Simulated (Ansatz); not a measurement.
# C: the cost of one run

Computed with Ansatz 0.2.0 (DFT PBE+D3(BJ), scalar-relativistic, plane waves, PAW, unless a step's input says otherwise).

3 further runs of the same task are left out: 1 that didn't finish, 2 set aside as unsound or not needed.

## (1) The starting structure

It takes space group Fmmm (No. 69, orthorhombic). Conventional cell: a = 2.466 Å, b = 4.268 Å, c = 6.784 Å, α = 90.00°, β = 90.00°, γ = 90.00°. C (site symmetry m2m) is surrounded by 3 C at 1.42 Å.

Structure file:

```
CELL_PARAMETERS angstrom
0.00000 2.13417 3.39214
1.23281 0.00000 3.39214
1.23281 2.13417 0.00000
ATOMIC_POSITIONS crystal
C 0.16670 0.83330 0.16670
C 0.83330 0.16670 0.83330
```

It is the result of an earlier relaxation at this level (volume 8.92 Å³/atom; gap on the mesh: 0.07 eV).

## (2) Relaxing to 0.001 eV/Å

The response runs start from a cell at rest, found with their own mesh and filling of the bands.

Input file input.yaml:

```yaml
crystal:
  lattice:
    - [0.0, 2.1341717661, 3.3921351437]
    - [1.2328129386, 0.0, 3.3921351437]
    - [1.2328129386, 2.1341717661, 0.0]
  atoms:
    - { symbol: C, position: [0.1666996623, 0.8333003377, 0.1666996623] }
    - { symbol: C, position: [0.8333003377, 0.1666996623, 0.8333003377] }
basis:
  ecutwfc: 420
kpoints:
  mp_grid: { grid: [18, 18, 18] }
hamiltonian:
  xc: pbe
  dispersion: d3bj
scf:
  occupations: { method: gaussian, width: 0.02 }
output:
  forces: true
  stress: true
  eigenvalues: true
relax:
  adjacent_minimum: "off"
  f_tol: 0.001
  max_steps: 60
  cell: { stress_tol: 0.01 }
```

On the command line:

```
> ansatz run input.yaml --threads 1 --pin off --max-ram 3072MiB --backend cpu --events-out ev --progress --plain --runs-dir out
```

**Question.** How long does this run take on 1 thread of AMD EPYC 7R43 (Zen 3), shared host, and how much memory does it need?

About 82 s, with a peak of 0.5 GiB.
